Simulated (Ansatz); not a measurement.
A run of Ansatz 0.2.0 is set up as follows.

File input.yaml:

```yaml
crystal:
  lattice:
    - [0.0, 2.0859016414, 2.0859016414]
    - [2.0859016414, 0.0, 2.0859016414]
    - [2.0859016414, 2.0859016414, 0.0]
  atoms:
    - { symbol: Ni, position: [0.0, 0.0, 0.0], spin: 1.0 }
    - { symbol: O, position: [0.5, 0.5, 0.5] }
hamiltonian:
  xc: pbe
  pseudopotentials: { kind: paw }
magnetization:
  spin_polarized: true
kpoints:
  mp_grid: { grid: [11, 11, 11] }
scf:
  occupations: { method: gaussian, width: 0.011 }
output:
  forces: true
  stress: true
  eigenvalues: true
```

Potentials or basis: Ansatz PAW.

Command:

```console
$ ansatz run input.yaml --threads 2 --pin off --max-ram 5632MiB --backend cpu --events-out ev --progress --plain --runs-dir out
```

(1) Estimate the band gap on the k mesh.

(2) Estimate the site moments.

(3) Estimate the absolute moment.

Results:

(1) none (metal or under the smearing width).

(2) Ni +1.44; O +0.29 μB.

(3) 1.80 μB per cell.

Caveat: a cell with one magnetic atom can't hold antiferromagnetic order, which such compounds often take; semilocal functionals often make such compounds metallic where correlation or magnetic order opens a gap, which also shifts bond lengths.

The gap isn't set beside the measured one, since this odd mesh misses points on the zone boundary.
